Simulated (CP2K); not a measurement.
W: equation of state with r2SCAN

Crystal: W.

```
W
1.0
     2.74070    0.00000    0.00000
    -0.91357    2.58396    0.00000
    -0.91357   -1.29198    2.23777
W
1
Direct
  0.00000 0.00000 0.00000
```

| Item | Value |
| --- | --- |
| Program | CP2K 2026.2 |
| Task | equation of state |
| Functional | r2SCAN |
| Potentials or basis | POTENTIAL_UZH W GTH-SCAN-q14; TZVP-MOLOPT-SCAN-GTH basis |
| Density cutoff | 9184 eV |
| k mesh | 12 × 12 × 12 |
| Occupations | fermi-dirac, width 0.05 eV |
| Spin | no spin polarisation |

```
Equilibrium volume                      : 15.64 Å³/atom
Bulk modulus                            : 314 GPa
Pressure derivative of the bulk modulus : 4.0
```

Energy against volume, from the lowest point:
```
volume (Å³/atom)  energy (meV/atom)
          14.897              36.42
          15.214              10.98
          15.531               0.00
          15.848               2.04
          16.165              15.87
          16.482              40.37
          16.798              74.55
```

All runs of the series together: 20 min on 1 thread of Arm Neoverse V2 (shared host).

Caveat: the basis of atomic orbitals isn't converged, which shifts pressures, moduli and gaps. The run has no spin-orbit coupling, so splittings on W are missing.
